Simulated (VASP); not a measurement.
# Sr (P6_3/mmc) in VASP: a series of runs, part 2 of 2

VASP 6.6.1. Earlier steps stand in the parts before.

### 3 Single point, PBE

The input, INCAR:

```
SYSTEM = Sr
  ADDGRID = .False.
  ALGO = Normal
  EDIFF = 1E-4
  ENCUT = 400
  GGA = PE
  ISIF = 2
  ISMEAR = 0
  LASPH = .True.
  LCHARG = .False.
  LREAL = .False.
  LWAVE = .False.
  NBANDS = 17
  NELM = 100
  PREC = Accurate
  SIGMA = 0.15
```

The input, KPOINTS:

```
k-points
0
Gamma
  4 4 2
  0 0 0
```

The input, POSCAR:

```
Sr
1.0
    4.3100000000      0.0000000000      0.0000000000
   -2.1550000000      3.7325694903      0.0000000000
    0.0000000000      0.0000000000      7.0500000000
Sr
2
Direct
    0.6666666667      0.3333333333      0.7500000000
    0.3333333333      0.6666666667      0.2500000000
```

Potentials or basis: VASP PAW PBE potentials, release 64 (Sr_sv).

The run is started by

```bash
$ cat potpaw_PBE.64/Sr_sv/POTCAR > POTCAR
$ mpirun -np 1 vasp_std > vasp.out
```

OUTCAR:

```text
SYSTEM = Sr
   EDIFF = 1E-4
   ENCUT = 400
   GGA = PE
   ISIF = 2
   ISMEAR = 0
   LASPH = .True.
   LREAL = .False.
   NELM = 100
   PREC = Accurate

 Found      8 irreducible k-points:

 Following reciprocal coordinates:
            Coordinates               Weight
  0.000000  0.000000  0.000000      1.000000
  0.250000  0.000000  0.000000      6.000000
  0.500000  0.000000  0.000000      3.000000
  0.250000  0.250000  0.000000      6.000000
  0.000000  0.000000  0.500000      1.000000
  0.250000  0.000000  0.500000      6.000000
   k-points           NKPTS =      8   k-points in BZ     NKDIM =      8   number of bands    NBANDS=     17
   number of dos      NEDOS =    301   number of ions     NIONS =      2
   total plane-waves  NPLWV =  37632
   dimension x,y,z NGX =    28 NGY =   28 NGZ =   48
   dimension x,y,z NGXF=    56 NGYF=   56 NGZF=   96
   ions per type =               2
   NGX,Y,Z   is equivalent  to a cutoff of  10.80, 10.80, 11.32 a.u.
   NGXF,Y,Z  is equivalent  to a cutoff of  21.60, 21.60, 22.64 a.u.
 SYSTEM =  Sr
   PREC   = accura    normal or accurate (medium, high low for compatibility)
   ISTART =      0    job   : 0-new  1-cont  2-samecut
   ICHARG =      2    charge: 1-file 2-atom 10-const
   ISPIN  =      1    spin polarized calculation?
   LNONCOLLINEAR =      F non collinear calculations
   LSORBIT =      F    spin-orbit coupling
   LASPH  =      T    aspherical Exc in radial PAW
   ENCUT  =  400.0 eV  29.40 Ry    5.42 a.u.   7.03  7.03 11.50*2*pi/ulx,y,z
   NELM   =    100;   NELMIN=  2; NELMDL= -5     # of ELM steps
   EDIFF  = 0.1E-03   stopping-criterion for ELM
   LREAL  =      F    real-space projection
   EDIFFG = 0.1E-02   stopping-criterion for IOM
   NSW    =      0    number of steps for IOM
   IBRION =     -1    ionic relax: 0-MD 1-quasi-New 2-CG
   NFREE  =      0    steps in history (QN), initial steepest desc. (CG)
   ISIF   =      2    stress and relaxation
   ISYM   =      2    0-nonsym 1-usesym 2-fastsym
   POTIM  = 0.5000    time-step for ionic-motion
   TEBEG  =    0.0;   TEEND  =   0.0 temperature during run
   PSTRESS=    0.0 pullay stress
   NELECT =      20.0000    total number of electrons
   NUPDOWN=      -1.0000    fix difference up-down
   EMIN   =  10.00;   EMAX   =-10.00  energy-range for DOS
   EFERMI =   0.00;   METHOD = LEGACY
   ISMEAR =     0;   SIGMA  =   0.15  broadening in eV -4-tet -1-fermi 0-gaus
   EFERMI_NEDOS =   21; number of points for ismear=-14 and -15
   IALGO  =     38    algorithm
   IMIX   =      4    mixing-type and parameters
     AMIX     =   0.40;   BMIX     =  1.00
     AMIX_MAG =   1.60;   BMIX_MAG =  1.00
  volume/ion in A,a.u.               =      56.71       382.68
  Fermi-wavevector in a.u.,A,eV,Ry     =   0.918037  1.734838 11.466874  0.842791
  Thomas-Fermi vector in A             =   2.043073
   LORBIT       =      0    0 simple, 1 ext, 2 COOP (PROOUT), +10 PAW based schemes
   GGA     = PE    functional components
   LHFCALC =     F    Hartree Fock is set to
   AEXX    =    0.0000 exact exchange contribution
   IVDW    =     0    specifies the selected vdW correction
   LEPSILON=     F    determine dielectric tensor
   LRPA    =     F    only Hartree local field effects (RPA)
 non-spin polarized calculation
 Gauss-broadening in eV      SIGMA  =   0.15
  energy-cutoff  :      400.00
  volume of cell :      113.42
 maximum number of plane-waves:      2071
   NGX = 15   NGY = 15   NGZ = 23

 number of electron      20.0000001 magnetization

 Free energy of the ion-electron system (eV)
  ---------------------------------------------------
  ext. energy  EPLUGINS =         0.00000000
  ---------------------------------------------------
  free energy    TOTEN  =        -3.29176458 eV

  energy without entropy =       -3.25344769  energy(sigma->0) =       -3.27260613

 E-fermi :   1.5135     XC(G=0):  -7.2583

 val. band max:        1.5017972240   @ k =   0.0000   0.0000   0.0000
 cond. band min:       1.5789441571   @ k =   0.5000   0.0000   0.0000
 fundamental gap:      0.0771469331
 Fermi energy:         1.5134729808

 k-point     1 :       0.0000    0.0000    0.0000
  band No.  band energies     occupation
      1     -35.1903      2.00000
      2     -35.1785      2.00000
      3     -17.2479      2.00000
      4     -17.1089      2.00000
      5     -17.1089      2.00000
      6     -17.0849      2.00000
[... 9 lines left out ...]
     16       4.1468      0.00000
     17       4.6557      0.00000

 k-point     2 :       0.2500    0.0000    0.0000
  band No.  band energies     occupation
      1     -35.1848      2.00000
      2     -35.1760      2.00000
      3     -17.2164      2.00000
      4     -17.1761      2.00000
      5     -17.1528      2.00000
      6     -17.1294      2.00000
[... 9 lines left out ...]
     16       4.5198      0.00000
     17       4.5309      0.00000

 k-point     3 :       0.5000    0.0000    0.0000
  band No.  band energies     occupation
      1     -35.1784      2.00000
      2     -35.1744      2.00000
      3     -17.2440      2.00000
      4     -17.2172      2.00000
      5     -17.1709      2.00000
      6     -17.1489      2.00000
[... 9 lines left out ...]
     16       5.6864      0.00000
     17       6.2822      0.00000

 k-point     4 :       0.2500    0.2500    0.0000
  band No.  band energies     occupation
      1     -35.1784      2.00000
      2     -35.1744      2.00000
      3     -17.2148      2.00000
      4     -17.2037      2.00000
      5     -17.1714      2.00000
      6     -17.1632      2.00000
[... 9 lines left out ...]
     16       4.9524      0.00000
     17       5.1296      0.00000

 k-point     5 :       0.0000    0.0000    0.5000
  band No.  band energies     occupation
      1     -35.1844      2.00000
      2     -35.1844      2.00000
      3     -17.1619      2.00000
      4     -17.1619      2.00000
      5     -17.0969      2.00000
      6     -17.0969      2.00000
[... 9 lines left out ...]
     16       3.7498      0.00000
     17       5.5769      0.00000

 k-point     6 :       0.2500    0.0000    0.5000
  band No.  band energies     occupation
      1     -35.1804      2.00000
      2     -35.1804      2.00000
      3     -17.1930      2.00000
      4     -17.1930      2.00000
      5     -17.1235      2.00000
      6     -17.1235      2.00000
[... 9 lines left out ...]
     16       4.2269      0.00000
     17       5.4773      0.00000

 [... further k-points ...]

------------------------ aborting loop because EDIFF is reached ----------------------------------------

  FORCE on cell =-STRESS in cart. coord.  units (eV):
  Direction    XX          YY          ZZ          XY          YZ          ZX
  --------------------------------------------------------------------------------------
  -------------------------------------------------------------------------------------
  Total       -0.4066929     -0.4066929      0.3459135      0.0000000      0.0000000      0.0000000
  in kB       -5.7451701     -5.7451701      4.8865665      0.0000000      0.0000000      0.0000000
  external PRESSURE =      -2.2012579 kB  Pullay stress =       0.0000000 kB

 VOLUME and BASIS-vectors are now :
 -----------------------------------------------------------------------------
  energy-cutoff  :      400.00
  volume of cell :      113.42
      direct lattice vectors                 reciprocal lattice vectors
     4.310000000  0.000000000  0.000000000     0.232018561  0.133955979  0.000000000
    -2.155000000  3.732569490  0.000000000     0.000000000  0.267911958  0.000000000
     0.000000000  0.000000000  7.050000000     0.000000000  0.000000000  0.141843972

 POSITION                                       TOTAL-FORCE (eV/Angst)
 -----------------------------------------------------------------------------------
      2.15500      1.24419      5.28750        -0.000000      0.000000      0.000000
     -0.00000      2.48838      1.76250         0.000000     -0.000000      0.000000
 -----------------------------------------------------------------------------------
    total drift:                                0.000000     -0.000000      0.000000

  FREE ENERGIE OF THE ION-ELECTRON SYSTEM (eV)
  ---------------------------------------------------
  free  energy   TOTEN  =        -3.2917645831 eV

  energy  without entropy=       -3.2534476854  energy(sigma->0) =       -3.27260613
```

OSZICAR:

```text
N       E                     dE             d eps       ncg     rms          rms(c)
DAV:   1     0.960185766246E+02    0.96019E+02   -0.82236E+03   272   0.801E+02
DAV:   2     0.483277630812E+01   -0.91186E+02   -0.90248E+02   353   0.212E+02
DAV:   3    -0.311377284196E+01   -0.79465E+01   -0.79288E+01   482   0.415E+01
DAV:   4    -0.328494283451E+01   -0.17117E+00   -0.17098E+00   375   0.568E+00
DAV:   5    -0.328693510105E+01   -0.19923E-02   -0.19922E-02   429   0.557E-01    0.158E+01
DAV:   6    -0.328935936383E+01   -0.24243E-02   -0.12934E-02   351   0.113E+00    0.895E+00
DAV:   7    -0.329158428028E+01   -0.22249E-02   -0.22479E-02   299   0.147E+00    0.417E-01
DAV:   8    -0.329170527039E+01   -0.12099E-03   -0.33158E-03   445   0.263E-01    0.137E-01
DAV:   9    -0.329176458310E+01   -0.59313E-04   -0.13257E-04   273   0.582E-02
   1 F= -.32917646E+01 E0= -.32726061E+01  d E =-.383169E-01
```

It took 4 s on 1 thread of Intel Xeon 6975P-C (Granite Rapids), shared host; peak memory 0.17 GiB.

The run converged, but some of its settings lie outside the range that counts as converged, so its numbers aren't taken as properties of the crystal.

What came out:

| Quantity | Value |
| --- | --- |
| Free energy | -3.2918 eV |
| Pressure | -0.2 GPa |
| Band gap on the k mesh | none (metal or under the smearing width) |

Caveat: the k mesh is coarse (spacing up to 0.45 Å⁻¹), so the values aren't converged.

### 4 Single point, PBE

INCAR is that of step 3.

KPOINTS is that of step 3.

The input, POSCAR:

```
Sr
1.0
    4.3100000000      0.0000000000      0.0000000000
   -2.1550000000      3.7325694903      0.0000000000
    0.0000000000      0.0000000000      7.0500000000
Sr
2
Direct
    0.6432960000      0.3178180000      0.7464440000
    0.3199860000      0.6535770000      0.2508690000
```

The run is started by

```bash
$ cat potpaw_PBE.64/Sr_sv/POTCAR > POTCAR
$ mpirun -np 1 vasp_std > vasp.out
```

Wall time 7 s (1 thread of Intel Xeon 6975P-C (Granite Rapids), shared host); peak memory 0.18 GiB.

These settings aren't checked as converged: the numbers below hold their error.

What came out:

```
Free energy            : -3.2909 eV
Pressure               : -0.2 GPa
Largest force          : 0.044 eV/Å
Band gap on the k mesh : none (metal or under the smearing width)
```

Caveat: the k mesh is coarse (spacing up to 0.45 Å⁻¹), so the values aren't converged.

### 5 Single point, PBE

INCAR: that of step 4 with these lines changed.

```diff
@@ -3,3 +3,3 @@
   ALGO = Normal
-  EDIFF = 1E-4
+  EDIFF = 1E-5
   ENCUT = 400
```

KPOINTS is that of step 4.

The input, POSCAR:

```
Sr
1.0
    4.3100000000      0.0000000000      0.0000000000
   -2.1550000000      3.7325694903      0.0000000000
    0.0000000000      0.0000000000      7.0500000000
Sr
2
Direct
    0.6666666667      0.3333333333      0.7500000000
    0.3333333333      0.6666666667      0.2500000000
```

The run is started by

```bash
$ cat potpaw_PBE.64/Sr_sv/POTCAR > POTCAR
$ mpirun -np 1 vasp_std > vasp.out
```

It took 4.7 s on 1 thread of Intel Xeon 6975P-C (Granite Rapids), shared host; peak memory 0.18 GiB.

The run converged, but some of its settings lie outside the range that counts as converged, so its numbers aren't taken as properties of the crystal.

What came out:

- Free energy: -3.2918 eV
- Pressure: -0.3 GPa
- Band gap on the k mesh: none (metal or under the smearing width)

Caveat: the k mesh is coarse (spacing up to 0.45 Å⁻¹), so the values aren't converged.

### 6 Single point, PBE

INCAR is that of step 5.

KPOINTS is that of step 5.

The input, POSCAR:

```
Sr
1.0
    4.3100000000      0.0000000000      0.0000000000
   -2.1550000000      3.7325694903      0.0000000000
    0.0000000000      0.0000000000      7.0500000000
Sr
2
Direct
    0.6432960000      0.3178180000      0.7464440000
    0.3199860000      0.6535770000      0.2508690000
```

Potentials or basis: VASP PAW PBE potentials, release 64 (Sr_sv).

The run is started by

```bash
$ cat potpaw_PBE.64/Sr_sv/POTCAR > POTCAR
$ mpirun -np 1 vasp_std > vasp.out
```

It took 8.6 s on 1 thread of Intel Xeon 6975P-C (Granite Rapids), shared host; peak memory 0.18 GiB.

The run converged, but some of its settings lie outside the range that counts as converged, so its numbers aren't taken as properties of the crystal.

What came out:

| Quantity | Value |
| --- | --- |
| Free energy | -3.2909 eV |
| Pressure | -0.3 GPa |
| Largest force | 0.045 eV/Å |
| Band gap on the k mesh | none (metal or under the smearing width) |

Caveat: the k mesh is coarse (spacing up to 0.45 Å⁻¹), so the values aren't converged.
